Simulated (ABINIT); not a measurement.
WC (Qusongite):

```
W C
1.0
     2.90650    0.00000    0.00000
    -1.45325    2.51710    0.00000
     0.00000    0.00000    2.83660
W C
1 1
Direct
  0.00000 0.00000 0.00000
  0.66667 0.33333 0.50000
```

Program: ABINIT 10.8.3 (patched build). Alike in all runs: task band structure; potentials or basis JTH PAW PBE v2.0; no spin polarisation; cell as given; k mesh 10 × 10 × 9; cutoff (eV) 626; smearing fermi-dirac 0.05 eV.

Order these runs on this cell by their pressure, lowest first.
A. level AM05
B. level PW91
C. level BLYP
D. level r2SCAN
E. level WC

A (-5.1 GPa), E (-1.0 GPa), D (3.3 GPa), B (6.4 GPa), C (18.7 GPa).

Caveats: the PAW data sets were made with another functional, which shifts forces and pressure a little.
